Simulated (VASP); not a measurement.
# InPd (Pm-3m) in VASP: further runs

One crystal, InPd, is run at these levels: r2SCAN; tasks: single point.

Everything below comes from runs of VASP 6.6.1. Logs are shortened: lines on timing, memory, paths and dates and some standing lists are left out, and cuts for length are marked.

## 1. Starting point

The structure is cubic, space group Pm-3m (No. 221). The conventional cell has a = 3.272 Å, b = 3.272 Å, c = 3.272 Å, α = 90.00°, β = 90.00°, γ = 90.00°. In (site symmetry m-3m) is surrounded by 8 Pd at 2.83 Å. Pd (site symmetry m-3m) has 8 In at 2.83 Å as nearest neighbours.

The cell comes from a database or a generator and needn't be the stable form of this composition.

## 2. Single point, r2SCAN

The input, INCAR:

```
  PREC = Accurate
  ENCUT = 400
  EDIFF = 1E-6
  ISMEAR = 0
  SIGMA = 0.2
  LREAL = F
  LASPH = T
  NELM = 100
  ALGO = Normal
  ISIF = 2
  LWAVE = F
  LCHARG = F
  METAGGA = R2SCAN
  LMIXTAU = T
  ADDGRID = F
```

The input, KPOINTS:

```
regular mesh
0
Gamma
  6 6 6
```

The input, POSCAR:

```
InPd
1.0
    3.2718847800      0.0000000000      0.0000000000
    0.0000000000      3.2718847800      0.0000000000
    0.0000000000      0.0000000000      3.2718847800
In Pd
1 1
Direct
    0.0000000000      0.0000000000      0.0000000000
    0.5000000000      0.5000000000      0.5000000000
```

Potentials or basis: VASP PAW PBE potentials, release 64 (In_d, Pd).

Run with:

```bash
> cat potpaw_PBE.64/In_d/POTCAR potpaw_PBE.64/Pd/POTCAR > POTCAR
> mpirun -np 1 vasp_std > vasp.out
```

OUTCAR:

```text
PREC = Accurate
   ENCUT = 400
   EDIFF = 1E-6
   ISMEAR = 0
   LREAL = F
   LASPH = T
   NELM = 100
   ISIF = 2
   METAGGA = R2SCAN

 Found     20 irreducible k-points:

 Following reciprocal coordinates:
            Coordinates               Weight
  0.000000  0.000000  0.000000      1.000000
  0.166667  0.000000  0.000000      6.000000
  0.333333  0.000000  0.000000      6.000000
  0.500000  0.000000  0.000000      3.000000
  0.166667  0.166667  0.000000     12.000000
  0.333333  0.166667  0.000000     24.000000
   k-points           NKPTS =     20   k-points in BZ     NKDIM =     20   number of bands    NBANDS=     15
   number of dos      NEDOS =    301   number of ions     NIONS =      2
   total plane-waves  NPLWV =  13824
   dimension x,y,z NGX =    24 NGY =   24 NGZ =   24
   dimension x,y,z NGXF=    48 NGYF=   48 NGZF=   48
   ions per type =               1   1
   NGX,Y,Z   is equivalent  to a cutoff of  12.19, 12.19, 12.19 a.u.
   NGXF,Y,Z  is equivalent  to a cutoff of  24.39, 24.39, 24.39 a.u.
 SYSTEM =  unknown system
   PREC   = accura    normal or accurate (medium, high low for compatibility)
   ISTART =      0    job   : 0-new  1-cont  2-samecut
   ICHARG =      2    charge: 1-file 2-atom 10-const
   ISPIN  =      1    spin polarized calculation?
   LNONCOLLINEAR =      F non collinear calculations
   LSORBIT =      F    spin-orbit coupling
   LASPH  =      T    aspherical Exc in radial PAW
   ENCUT  =  400.0 eV  29.40 Ry    5.42 a.u.   5.34  5.34  5.34*2*pi/ulx,y,z
   NELM   =    100;   NELMIN=  2; NELMDL= -5     # of ELM steps
   EDIFF  = 0.1E-05   stopping-criterion for ELM
   LREAL  =      F    real-space projection
   EDIFFG = 0.1E-04   stopping-criterion for IOM
   NSW    =      0    number of steps for IOM
   IBRION =     -1    ionic relax: 0-MD 1-quasi-New 2-CG
   NFREE  =      0    steps in history (QN), initial steepest desc. (CG)
   ISIF   =      2    stress and relaxation
   ISYM   =      2    0-nonsym 1-usesym 2-fastsym
   POTIM  = 0.5000    time-step for ionic-motion
   TEBEG  =    0.0;   TEEND  =   0.0 temperature during run
   PSTRESS=    0.0 pullay stress
   NELECT =      23.0000    total number of electrons
   NUPDOWN=      -1.0000    fix difference up-down
   EMIN   =  10.00;   EMAX   =-10.00  energy-range for DOS
   EFERMI =   0.00;   METHOD = LEGACY
   ISMEAR =     0;   SIGMA  =   0.20  broadening in eV -4-tet -1-fermi 0-gaus
   EFERMI_NEDOS =   21; number of points for ismear=-14 and -15
   IALGO  =     38    algorithm
   IMIX   =      4    mixing-type and parameters
     AMIX     =   0.40;   BMIX     =  1.00
     AMIX_MAG =   1.60;   BMIX_MAG =  1.00
  volume/ion in A,a.u.               =      17.51       118.18
  Fermi-wavevector in a.u.,A,eV,Ry     =   1.422938  2.688964 27.548447  2.024754
  Thomas-Fermi vector in A             =   2.543589
   LORBIT       =      0    0 simple, 1 ext, 2 COOP (PROOUT), +10 PAW based schemes
   METAGGA = R2SCAN    functional components
   LHFCALC =     F    Hartree Fock is set to
   AEXX    =    0.0000 exact exchange contribution
   IVDW    =     0    specifies the selected vdW correction
   LEPSILON=     F    determine dielectric tensor
   LRPA    =     F    only Hartree local field effects (RPA)
 non-spin polarized calculation
 Gauss-broadening in eV      SIGMA  =   0.20
  energy-cutoff  :      400.00
  volume of cell :       35.03
 maximum number of plane-waves:       655
 NGX is ok and might be reduce to    24
   NGX = 11   NGY = 11   NGZ = 11

 number of electron      22.9999997 magnetization

 Free energy of the ion-electron system (eV)
  ---------------------------------------------------
  ext. energy  EPLUGINS =         0.00000000
  ---------------------------------------------------
  free energy    TOTEN  =       -46.61617811 eV

  energy without entropy =      -46.59730296  energy(sigma->0) =      -46.60674054

 E-fermi :  10.4607     XC(G=0): -13.2474

 val. band max:       10.3120439038   @ k =   0.3333   0.3333   0.0000
 cond. band min:      10.5453227825   @ k =   0.5000   0.3333   0.3333
 fundamental gap:      0.2332788788
 Fermi energy:        10.4606732004

 k-point     1 :       0.0000    0.0000    0.0000
  band No.  band energies     occupation
      1      -5.1365      2.00000
      2      -5.1365      2.00000
      3      -4.7121      2.00000
      4      -4.7121      2.00000
      5      -4.7121      2.00000
      6      -0.0448      2.00000
      7       6.3744      2.00000
      8       6.3744      2.00000
      9       7.9887      2.00000
     10       7.9887      2.00000
     11       7.9887      2.00000
     12      14.9127      0.00000
     13      14.9127      0.00000
     14      14.9127      0.00000
     15      20.5242      0.00000

 k-point     2 :       0.1667    0.0000    0.0000
  band No.  band energies     occupation
      1      -5.1212      2.00000
      2      -5.0446      2.00000
      3      -4.7401      2.00000
      4      -4.7401      2.00000
      5      -4.7038      2.00000
      6       0.4162      2.00000
      7       6.3810      2.00000
      8       6.4214      2.00000
      9       7.6874      2.00000
     10       7.6874      2.00000
     11       7.9701      2.00000
     12      12.5049      0.00000
     13      15.7885      0.00000
     14      15.7885      0.00000
     15      20.8757      0.00000

 k-point     3 :       0.3333    0.0000    0.0000
  band No.  band energies     occupation
      1      -5.0904      2.00000
      2      -4.8621      2.00000
      3      -4.7955      2.00000
      4      -4.7955      2.00000
      5      -4.6871      2.00000
      6       1.7730      2.00000
      7       5.9166      2.00000
      8       6.3947      2.00000
      9       7.1885      2.00000
     10       7.1885      2.00000
     11       7.9334      2.00000
     12       9.8365      1.99999
     13      17.9921      0.00000
     14      17.9921      0.00000
     15      20.7992      0.00000

 k-point     4 :       0.5000    0.0000    0.0000
  band No.  band energies     occupation
      1      -5.0750      2.00000
      2      -4.8229      2.00000
      3      -4.8229      2.00000
      4      -4.7716      2.00000
      5      -4.6787      2.00000
      6       3.6409      2.00000
      7       4.1299      2.00000
      8       6.4016      2.00000
      9       6.9740      2.00000
     10       6.9740      2.00000
     11       7.9149      2.00000
     12       9.1950      2.00000
     13      20.5048      0.00000
     14      20.5048      0.00000
     15      20.6107      0.00000

 k-point     5 :       0.1667    0.1667    0.0000
  band No.  band energies     occupation
      1      -5.0725      2.00000
      2      -4.9875      2.00000
      3      -4.7791      2.00000
      4      -4.7481      2.00000
      5      -4.7242      2.00000
      6       0.8663      2.00000
      7       6.4073      2.00000
      8       6.5232      2.00000
      9       7.3711      2.00000
     10       7.5849      2.00000
     11       7.8691      2.00000
     12      13.0323      0.00000
     13      13.3837      0.00000
     14      16.5276      0.00000
     15      20.9591      0.00000

 k-point     6 :       0.3333    0.1667    0.0000
  band No.  band energies     occupation
      1      -5.0349      2.00000
      2      -4.8547      2.00000
      3      -4.8138      2.00000
      4      -4.8021      2.00000
      5      -4.7265      2.00000
      6       2.1639      2.00000
      7       5.9767      2.00000
      8       6.5712      2.00000
      9       7.1504      2.00000
     10       7.2727      2.00000
     11       7.8243      2.00000
     12      10.1884      1.94577
     13      14.9356      0.00000
     14      18.4542      0.00000
     15      20.0600      0.00000

 [... further k-points ...]

------------------------ aborting loop because EDIFF is reached ----------------------------------------

  FORCE on cell =-STRESS in cart. coord.  units (eV):
  Direction    XX          YY          ZZ          XY          YZ          ZX
  --------------------------------------------------------------------------------------
  -------------------------------------------------------------------------------------
  Total        0.0127842      0.0127842      0.0127842      0.0000000     -0.0000000     -0.0000000
  in kB        0.5847785      0.5847785      0.5847785      0.0000000     -0.0000000     -0.0000000
  external PRESSURE =       0.5847785 kB  Pullay stress =       0.0000000 kB

 VOLUME and BASIS-vectors are now :
 -----------------------------------------------------------------------------
  energy-cutoff  :      400.00
  volume of cell :       35.03
      direct lattice vectors                 reciprocal lattice vectors
     3.271884780  0.000000000  0.000000000     0.305634234  0.000000000  0.000000000
     0.000000000  3.271884780  0.000000000     0.000000000  0.305634234  0.000000000
     0.000000000  0.000000000  3.271884780     0.000000000  0.000000000  0.305634234

 POSITION                                       TOTAL-FORCE (eV/Angst)
 -----------------------------------------------------------------------------------
      0.00000      0.00000      0.00000         0.000000      0.000000      0.000000
      1.63594      1.63594      1.63594         0.000000      0.000000      0.000000
 -----------------------------------------------------------------------------------
    total drift:                                0.000000      0.000000     -0.000000

  FREE ENERGIE OF THE ION-ELECTRON SYSTEM (eV)
  ---------------------------------------------------
  free  energy   TOTEN  =       -46.6161781090 eV

  energy  without entropy=      -46.5973029636  energy(sigma->0) =      -46.60674054
```

Wall time 16 s (1 thread of Intel Xeon 6975P-C (Granite Rapids), shared host); peak memory 0.14 GiB.

The run converged, but some of its settings lie outside the range that counts as converged, so its numbers aren't taken as properties of the crystal.

Results:

```
Free energy            : -46.6162 eV
Pressure               : 0.1 GPa
Band gap on the k mesh : none (metal or under the smearing width)
```

Caveat: the PAW data sets were made with another functional, which shifts forces and pressure a little.

## 3. Single point, r2SCAN

INCAR is that of step 2.

KPOINTS is that of step 2.

The input, POSCAR:

```
InPd
1.0
    3.2718847800      0.0000000000      0.0000000000
    0.0000000000      3.2718847800      0.0000000000
    0.0000000000      0.0000000000      3.2718847800
In Pd
1 1
Direct
    0.0076950000     -0.0345290000      0.0307480000
    0.5133770000      0.5169540000      0.5028010000
```

Potentials or basis: VASP PAW PBE potentials, release 64 (In_d, Pd).

Run with:

```bash
> cat potpaw_PBE.64/In_d/POTCAR potpaw_PBE.64/Pd/POTCAR > POTCAR
> mpirun -np 1 vasp_std > vasp.out
```

OUTCAR:

```text
PREC = Accurate
   ENCUT = 400
   EDIFF = 1E-6
   ISMEAR = 0
   LREAL = F
   LASPH = T
   NELM = 100
   ISIF = 2
   METAGGA = R2SCAN

 Found    112 irreducible k-points:

 Following reciprocal coordinates:
            Coordinates               Weight
  0.000000  0.000000  0.000000      1.000000
  0.166667  0.000000  0.000000      2.000000
  0.000000  0.166667  0.000000      2.000000
  0.000000  0.000000  0.166667      2.000000
  0.333333  0.000000  0.000000      2.000000
  0.000000  0.333333  0.000000      2.000000
   k-points           NKPTS =    112   k-points in BZ     NKDIM =    112   number of bands    NBANDS=     15
   number of dos      NEDOS =    301   number of ions     NIONS =      2
   total plane-waves  NPLWV =  13824
   dimension x,y,z NGX =    24 NGY =   24 NGZ =   24
   dimension x,y,z NGXF=    48 NGYF=   48 NGZF=   48
   ions per type =               1   1
   NGX,Y,Z   is equivalent  to a cutoff of  12.19, 12.19, 12.19 a.u.
   NGXF,Y,Z  is equivalent  to a cutoff of  24.39, 24.39, 24.39 a.u.
 SYSTEM =  unknown system
   PREC   = accura    normal or accurate (medium, high low for compatibility)
   ISTART =      0    job   : 0-new  1-cont  2-samecut
   ICHARG =      2    charge: 1-file 2-atom 10-const
[... 71 lines left out ...]
      7       6.3244      2.00000
      8       6.3430      2.00000
      9       7.9478      2.00000
     10       7.9543      2.00000
     11       7.9593      2.00000
     12      14.9396      0.00000
     13      14.9788      0.00000
     14      15.0775      0.00000
[... 77 lines left out ...]
      2      -4.8649      2.00000
      3      -4.7990      2.00000
      4      -4.7959      2.00000
      5      -4.6940      2.00000
      6       1.7647      2.00000
      7       5.8966      2.00000
      8       6.3719      2.00000
      9       7.1705      2.00000
     10       7.1887      2.00000
     11       7.9084      2.00000
     12       9.8804      1.99996
     13      17.9651      0.00000
     14      17.9809      0.00000
     15      20.7973      0.00000

 [... further k-points ...]

------------------------ aborting loop because EDIFF is reached ----------------------------------------

  FORCE on cell =-STRESS in cart. coord.  units (eV):
  Direction    XX          YY          ZZ          XY          YZ          ZX
  --------------------------------------------------------------------------------------
  -------------------------------------------------------------------------------------
  Total        0.5286474      0.2915799      0.4548718      0.0734489     -0.3507941     -0.0426982
  in kB       24.1814697     13.3374905     20.8068146      3.3597106    -16.0460787     -1.9531067
  external PRESSURE =      19.4419249 kB  Pullay stress =       0.0000000 kB

 VOLUME and BASIS-vectors are now :
 -----------------------------------------------------------------------------
  energy-cutoff  :      400.00
  volume of cell :       35.03
      direct lattice vectors                 reciprocal lattice vectors
     3.271884780  0.000000000  0.000000000     0.305634234  0.000000000  0.000000000
     0.000000000  3.271884780  0.000000000     0.000000000  0.305634234  0.000000000
     0.000000000  0.000000000  3.271884780     0.000000000  0.000000000  0.305634234

 POSITION                                       TOTAL-FORCE (eV/Angst)
 -----------------------------------------------------------------------------------
      0.02518      3.15891      0.10060         0.089387      0.712239     -0.421644
      1.67971      1.69141      1.64511        -0.089387     -0.712239      0.421644
 -----------------------------------------------------------------------------------
    total drift:                                0.001066      0.001881     -0.000355

  FREE ENERGIE OF THE ION-ELECTRON SYSTEM (eV)
  ---------------------------------------------------
  free  energy   TOTEN  =       -46.5387099767 eV

  energy  without entropy=      -46.5204367271  energy(sigma->0) =      -46.52957335
```

stdout:

```text
POSCAR found type information on POSCAR InPd
 POSCAR found :  2 types and       2 ions
 scaLAPACK will be used
 -----------------------------------------------------------------------------
|                                                                             |
|                                                                             |
|     You enforced a specific xc type in the INCAR file but a different       |
|     I HOPE YOU KNOW WHAT YOU ARE DOING!                                     |
|                                                                             |
 -----------------------------------------------------------------------------

 LDA part: xc-table for (None), standard interpolation
 POSCAR, INCAR and KPOINTS ok, starting setup
 FFT: planning ... GRIDC
 FFT: planning ... GRID_SOFT
 FFT: planning ... GRID
 WAVECAR not read
 entering main loop
```

Wall time 52 s (1 thread of Intel Xeon 6975P-C (Granite Rapids), shared host); peak memory 0.18 GiB.

The run converged, but some of its settings lie outside the range that counts as converged, so its numbers aren't taken as properties of the crystal.

What came out:

```
Free energy            : -46.5387 eV
Pressure               : 1.9 GPa
Largest force          : 0.833 eV/Å
Band gap on the k mesh : none (metal or under the smearing width)
```

Caveat: the PAW data sets were made with another functional, which shifts forces and pressure a little.

## 4. For comparison

An earlier run on the cell as given: functional PBE; potentials or basis VASP PAW PBE potentials, release 64 (In_d, Pd); cutoff 520 eV; k mesh 8 × 8 × 8; occupations fermi-dirac, width 0.05 eV; no spin polarisation.

- Pressure: 3.7 GPa
- Band gap on the k mesh: none (metal or under the smearing width)
